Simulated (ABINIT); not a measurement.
A run of ABINIT 10.8.3 (patched build):

Contents of run.abi:

```
ndtset 3

pp_dirpath "./"
pseudos "In.hgh, P.hgh"

acell 7.83169184 7.83169184 7.83169184
rprim
     0.0000000000     0.7071067812     0.7071067812
     0.7071067812     0.0000000000     0.7071067812
     0.7071067812     0.7071067812     0.0000000000
ntypat 2
znucl 49 15
natom 2
typat 1 2
xred
            0.0            0.0            0.0
            3/4            3/4            3/4

ecut 17.0

ngkpt 6 6 6
nshiftk 4
shiftk
     0.5000000000     0.5000000000     0.5000000000
     0.5000000000     0.0000000000     0.0000000000
     0.0000000000     0.5000000000     0.0000000000
     0.0000000000     0.0000000000     0.5000000000
istwfk *1

ixc 7

occopt 1

nstep 80
diemac 6.0

iomode 3
prteig 0
prtebands 0

nband1 4
tolvrs1 1.0e-12
prtden1 1
prtwf1 0
kptopt1 1

iscf2 -2
getden2 1
nband2 20
nbdbuf2 4
tolwfr2 1.0e-12
nstep2 120
prtden2 0
kptopt2 1

optdriver3 8
wfk_task3 "wfk_optics_fullbz"
getwfk3 2
nband3 16
kptopt3 1
prtevk3 1
inclvkb3 2
```

The input optic.abi:

```
&FILES
 ddkfile_1 = 'runo_DS3_1_EVK.nc',
 ddkfile_2 = 'runo_DS3_2_EVK.nc',
 ddkfile_3 = 'runo_DS3_3_EVK.nc',
 wfkfile = 'runo_DS3_WFK.nc'
/
&PARAMETERS
 broadening = 0.005512,
 domega = 0.002,
 maxomega = 0.8,
 scissor = 0.000000,
 tolerance = 0.002
/
&COMPUTATIONS
 num_lin_comp = 1,
 lin_comp = 11,
 num_nonlin_comp = 1,
 nonlin_comp = 123
/
```

Potentials or basis: HGH LDA.

Launch:

```bash
$ abinit run.abi > log 2>&1
$ optic optic.abi > optic.log 2>&1
```

Hardware: 1 thread of Arm Neoverse V2 (shared host).

Task: Estimate the wall time of this run.

Result: It took 22 s on 1 thread of Arm Neoverse V2, on a shared host, peak memory 0.41 GiB. Counts: scf iterations 10, mpi ranks 1, k points 28, bands 4, plane waves 1151.
